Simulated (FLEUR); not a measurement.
# MgO (Fm-3m) in FLEUR: further runs, part 2 of 2

FLEUR MaX-R8.1 (later development tree). Earlier steps stand in the parts before.

## 4. Equation of state, r2SCAN, 8.85 Å³/atom (volume scaled by 0.96)

Input file inp.xml:

```xml
<?xml version="1.0" encoding="UTF-8" standalone="no"?>
<fleurInput fleurInputVersion="0.39">
   <comment>
      MgO                                                                                                 
   </comment>
   <calculationSetup>
      <cutoffs Kmax="5.13" Gmax="15.9" GmaxXC="15.9" numbands="0"/>
      <scfLoop itmax="80" minDistance="0.0001" maxIterBroyd="30" imix="Anderson" alpha="0.05" precondParam="0.0" spinf="2.0" sdNocoIR="T"/>
      <coreElectrons ctail="F" frcor="F" kcrel="0" coretail_lmax="0"/>
      <xcFunctional name="LibXC" relativisticCorrections="F">
         <LibXCName exchange="mgga_x_r2scan" correlation="mgga_c_r2scan"/>
         <AuxGGA exchange="117" correlation="130"/>
      </xcFunctional>
      <magnetism jspins="1"/>
      <soc l_soc="F" theta="0.0" phi="0.0" spav="F"/>
      <expertModes spex="0" secvar="F"/>
      <geometryOptimization l_f="F" forcealpha="1.0" forcemix="BFGS" epsdisp="0.00001" epsforce="0.00001"/>
      <ldaU l_linMix="F" mixParam="0.05" spinf="1.0"/>
   </calculationSetup>
   <cell>
      <bzIntegration valenceElectrons="16.0" mode="hist" fermiSmearingEnergy="0.00183747">
         <kPointListSelection listName="default-1"/>
         <!-- k-points included here -->
         <xi:include xmlns:xi="http://www.w3.org/2001/XInclude" href="kpts.xml"> </xi:include>
      </bzIntegration>
      <!-- symmetry operations included here -->
      <xi:include xmlns:xi="http://www.w3.org/2001/XInclude" href="sym.xml"> </xi:include>
      <bulkLattice scale="0.9864848297">
         <bravaisMatrix>
            <row-1>    0.0000000000000000     3.9627583151077737     3.9627583151077737</row-1>
            <row-2>    3.9627583151077737     0.0000000000000000     3.9627583151077737</row-2>
            <row-3>    3.9627583151077737     3.9627583151077737     0.0000000000000000</row-3>
         </bravaisMatrix>
      </bulkLattice>
   </cell>
   <atomSpecies>
      <species name="Magnesium (Mg)" element="Mg" atomicNumber="12">
         <mtSphere radius="1.91" gridPoints="651" logIncrement="0.017"/>
         <atomicCutoffs lmax="8" lnonsphr="8"/>
         <electronConfig flipSpins="F">
            <coreConfig>(1s1/2)</coreConfig>
            <valenceConfig>(2s1/2) (2p1/2) (2p3/2) (3s1/2)</valenceConfig>
         </electronConfig>
         <energyParameters s="3" p="2" d="3" f="4"/>
         <lo type="SCLO" l="0" n="2" eDeriv="0"/>
         <lo type="HELO" l="1" n="3" eDeriv="0"/>
         <lo type="HELO" l="1" n="3" eDeriv="1"/>
         <lo type="SCLO" l="2" n="3" eDeriv="2"/>
         <lo type="SCLO" l="3" n="4" eDeriv="2"/>
      </species>
      <species name="Oxygen (O)" element="O" atomicNumber="8">
         <mtSphere radius="1.65" gridPoints="563" logIncrement="0.019"/>
         <atomicCutoffs lmax="8" lnonsphr="8"/>
         <electronConfig flipSpins="F">
            <coreConfig>(1s1/2)</coreConfig>
            <valenceConfig>(2s1/2) (2p1/2) (2p3/2)</valenceConfig>
            <stateOccupation state="(2p1/2)" spinUp="0.666667" spinDown="0.666667"/>
            <stateOccupation state="(2p3/2)" spinUp="1.333333" spinDown="1.333333"/>
         </electronConfig>
         <energyParameters s="2" p="2" d="3" f="4"/>
         <lo type="SCLO" l="0" n="2" eDeriv="2"/>
         <lo type="SCLO" l="1" n="2" eDeriv="2"/>
         <lo type="SCLO" l="2" n="3" eDeriv="2"/>
      </species>
   </atomSpecies>
   <atomGroups>
      <atomGroup species="Magnesium (Mg)">
         <relPos label="                   1">.0000000000 .0000000000 .0000000000</relPos>
         <force calculate="T" relaxXYZ="TTT"/>
      </atomGroup>
      <atomGroup species="Oxygen (O)">
         <relPos label="                   2">1.000/2.000 1.000/2.000 1.000/2.000</relPos>
         <force calculate="T" relaxXYZ="TTT"/>
      </atomGroup>
   </atomGroups>
   <output dos="F" band="F" slice="F">
      <checks vchk="F" cdinf="F"/>
      <bandDOS minEnergy="-.5*Htr" maxEnergy="0.5*Htr" sigma="0.015" storeEVData="T"/>
      <vacuumDOS vacdos="F" integ="F" star="F" nstars="0" locx1="0.0" locy1="0.0" locx2="0.0" locy2="0.0" nstm="0" tworkf="0.0"/>
      <unfoldingBand unfoldBand="F" supercellX="1" supercellY="1" supercellZ="1"/>
      <plotting iplot="0" polar="F">
         <plot TwoD="T" vec1="  1.0  0.0  0.0" vec2="  0.0  1.0  0.0" vec3="  0.0  0.0  1.0" zero="  0.0  0.0  0.0" file="plot"/>
      </plotting>
      <chargeDensitySlicing numkpt="0" minEigenval="0.0" maxEigenval="0.0" nnne="0" pallst="F"/>
      <specialOutput eonly="F"/>
      <moessbauerParams electricFieldGradient="T" isomerShift="T" coreHyperfine="T" valenceHyperfine="T"/>
      <magneticCircularDichroism mcd="F" energyLo="-10.0" energyUp="0.0"/>
   </output>
  <!-- We include the file relax.xml here to enable relaxations (see documentation) -->
  <xi:include xmlns:xi="http://www.w3.org/2001/XInclude" href="relax.xml"> <xi:fallback/> </xi:include>
</fleurInput>
```

The run is started by

```console
> inpgen -f crystal.txt -profile fastHighL
> # inp.xml edited to the form shown
> fleur_MPI
```

Run time: 51 s. Hardware: 1 thread of Arm Neoverse N1, shared host; peak memory 0.06 GiB.

It converged, with:

```yaml
Free_energy: -7506.7049 eV
Band_gap_on_the_k_mesh: 6.19 eV, direct
Valence_electrons_inside_the_program's_atomic_spheres: Mg 8.32; O 5.46 (radii Mg 1.91, O 1.65 bohr)
```

Caveat: the meta-GGA is that of a development version, with a GGA for the radial functions and cores and without core tails.

## 5. Equation of state, r2SCAN, 9.22 Å³/atom

inp.xml, as its differences from that of step 4:

```diff
@@ -27,3 +27,3 @@
       <xi:include xmlns:xi="http://www.w3.org/2001/XInclude" href="sym.xml"> </xi:include>
-      <bulkLattice scale="0.9864848297">
+      <bulkLattice scale="1.0000000000">
          <bravaisMatrix>
```

The run is started by

```console
> inpgen -f crystal.txt -profile fastHighL
> # inp.xml edited to the form shown
> fleur_MPI
```

Run time: 55 s. Hardware: 1 thread of Arm Neoverse N1, shared host; peak memory 0.06 GiB.

Results (log left out):

* Free energy: -7506.7276 eV
* Band gap on the k mesh: 5.78 eV, direct
* Valence electrons inside the program's atomic spheres: Mg 8.29; O 5.44 (radii Mg 1.91, O 1.65 bohr)

Caveat: the meta-GGA is that of a development version, with a GGA for the radial functions and cores and without core tails.

## 6. Equation of state, r2SCAN, 9.59 Å³/atom (volume scaled by 1.04)

inp.xml, as its differences from that of step 5:

```diff
@@ -27,3 +27,3 @@
       <xi:include xmlns:xi="http://www.w3.org/2001/XInclude" href="sym.xml"> </xi:include>
-      <bulkLattice scale="1.0000000000">
+      <bulkLattice scale="1.0131594038">
          <bravaisMatrix>
```

Potentials or basis: all-electron, FLAPW.

The run is started by

```console
> inpgen -f crystal.txt -profile fastHighL
> # inp.xml edited to the form shown
> fleur_MPI
```

Run time: 54 s. Hardware: 1 thread of Arm Neoverse N1, shared host; peak memory 0.06 GiB.

Results (log left out):

- Free energy: -7506.7182 eV
- Band gap on the k mesh: 5.40 eV, direct
- Valence electrons inside the program's atomic spheres: Mg 8.27; O 5.41 (radii Mg 1.91, O 1.65 bohr)

Caveat: the meta-GGA is that of a development version, with a GGA for the radial functions and cores and without core tails.

## 7. Equation of state, r2SCAN, 9.77 Å³/atom (volume scaled by 1.06)

inp.xml, as its differences from that of step 6:

```diff
@@ -27,3 +27,3 @@
       <xi:include xmlns:xi="http://www.w3.org/2001/XInclude" href="sym.xml"> </xi:include>
-      <bulkLattice scale="1.0131594038">
+      <bulkLattice scale="1.0196128224">
          <bravaisMatrix>
```

The run is started by

```console
> inpgen -f crystal.txt -profile fastHighL
> # inp.xml edited to the form shown
> fleur_MPI
```

Run time: 59 s. Hardware: 1 thread of Arm Neoverse N1, shared host; peak memory 0.06 GiB.

The run converged. Its results:

```
Free energy                                           : -7506.7035 eV
Band gap on the k mesh                                : 5.22 eV, direct
Valence electrons inside the program's atomic spheres : Mg 8.25; O 5.40 (radii Mg 1.91, O 1.65 bohr)
```

Caveat: the meta-GGA is that of a development version, with a GGA for the radial functions and cores and without core tails.

## 8. Equation of state, r2SCAN

No new run: the results of the series are fitted here.

Results:

| Quantity | Value |
| --- | --- |
| Equilibrium volume | 9.29 Å³/atom |
| Bulk modulus | 168 GPa |

Energy against volume, from the lowest point:
| volume (Å³/atom) | energy (meV/atom) |
| --- | --- |
| 8.668 | 24.02 |
| 8.853 | 11.35 |
| 9.221 | 0.00 |
| 9.590 | 4.69 |
| 9.775 | 12.05 |

Caveat: the meta-GGA is that of a development version, with a GGA for the radial functions and cores and without core tails.

## 9. Against experiment

Step 2. Against the measured gap of MgO, 7.83 eV (quoted in “Electronic structure of alkaline earth and post-transition metal oxides”, 2009, arxiv:0908.1581), the calculated 4.76 eV is off by -3.07 eV. The value is that of PBEsol, without temperature or zero-point motion. Semilocal functionals fall short of measured gaps as a rule. The cell is a database's relaxed one, not the measured one, which moves gaps too.
